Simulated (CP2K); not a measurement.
MgB2 in CP2K: tuning alpha

Input of the first run (alpha 0.05); the others differ in this setting and in those tied to it:

mgb2_tune.inp

```
&GLOBAL
  PROJECT mgb2_tune
  RUN_TYPE ENERGY_FORCE
  PRINT_LEVEL LOW
&END GLOBAL
&FORCE_EVAL
  METHOD QS
  STRESS_TENSOR ANALYTICAL
  &DFT
    BASIS_SET_FILE_NAME BASIS_MOLOPT
    POTENTIAL_FILE_NAME GTH_POTENTIALS
    &MGRID
      CUTOFF 1400
      REL_CUTOFF 60
      NGRIDS 4
    &END MGRID
    &QS
      METHOD GPW
      EPS_DEFAULT 1.0E-9
    &END QS
    &KPOINTS
      SCHEME MONKHORST-PACK 8 8 6
      GAMMA_CENTERED T
      SYMMETRY T
      SYMMETRY_BACKEND SPGLIB
    &END KPOINTS
    &SCF
      SCF_GUESS ATOMIC
      EPS_SCF 1.0E-6
      MAX_SCF 80
      ADDED_MOS 12
      CHOLESKY OFF
      EPS_EIGVAL 1.0E-7
      &DIAGONALIZATION ON
        ALGORITHM STANDARD
      &END DIAGONALIZATION
      &MIXING ON
        METHOD BROYDEN_MIXING
        ALPHA 0.05
        BETA 1.5
        NBUFFER 8
      &END MIXING
      &SMEAR ON
        METHOD FERMI_DIRAC
        ELECTRONIC_TEMPERATURE 580.23
      &END SMEAR
    &END SCF
    &XC
      &XC_FUNCTIONAL
        &GGA_X_PBE_SOL
        &END GGA_X_PBE_SOL
        &GGA_C_PBE_SOL
        &END GGA_C_PBE_SOL
      &END XC_FUNCTIONAL
    &END XC
    &PRINT
      &KPOINTS ON
      &END KPOINTS
      &MULLIKEN ON
      &END MULLIKEN
      &MO ON
        ENERGIES T
        OCCUPATION_NUMBERS T
        &EACH
          QS_SCF 0
        &END EACH
        ADD_LAST NUMERIC
      &END MO
    &END PRINT
  &END DFT
  &SUBSYS
    &CELL
      A 3.0850000000 0.0000000000 0.0000000000
      B -1.5425000000 2.6716883707 0.0000000000
      C 0.0000000000 0.0000000000 3.5230000000
      PERIODIC XYZ
    &END CELL
    &COORD
      SCALED
      Mg  0.0195880000 -0.0064130000 -0.0098050000
      B   0.6644080000 0.3216100000 0.4917100000
      B   0.3363740000 0.6663920000 0.5092550000
    &END COORD
    &KIND Mg
      BASIS_SET DZVP-MOLOPT-SR-GTH-q10
      POTENTIAL GTH-PBE-q10
    &END KIND
    &KIND B
      BASIS_SET DZVP-MOLOPT-SR-GTH-q3
      POTENTIAL GTH-PBE-q3
    &END KIND
    &PRINT
      &ATOMIC_COORDINATES ON
      &END ATOMIC_COORDINATES
      &CELL ON
      &END CELL
    &END PRINT
  &END SUBSYS
  &PRINT
    &FORCES ON
    &END FORCES
    &STRESS_TENSOR ON
    &END STRESS_TENSOR
  &END PRINT
&END FORCE_EVAL
```

Potentials or basis: GTH_POTENTIALS Mg GTH-PBE-q10, B GTH-PBE-q3; DZVP-MOLOPT-SR-GTH basis.

The run is started by

```bash
$ OMP_NUM_THREADS=8 cp2k.psmp -i mgb2_tune.inp -o mgb2_tune.out
```

The cell isn't the ideal one: atoms moved at random, drawn with an rms of 0.05 Å.

Hardware: 8 threads of Arm Neoverse N1.

```tsv
alpha	energy less the last converged row (meV/atom)	SCF cycles	wall time (s)	peak memory (GiB)
0.05	0.00	20	64	0.48
0.1	0.00	17	56	0.48
0.2	0.00	16	55	0.48
0.3	0.00	15	52	0.48
0.4	0.00	13	46	0.48
0.6	0.00	12	39	0.48
0.8	0.00	12	39	0.48
```

Fastest here: 0.6 (39 s), level within noise with 0.4, 0.8; slowest of those that converged: 0.05 (64 s). These are single runs, one after another on one machine, so differences under about a fifth mean little.

Caveat: the magnetic or orbital state may not be the lowest.
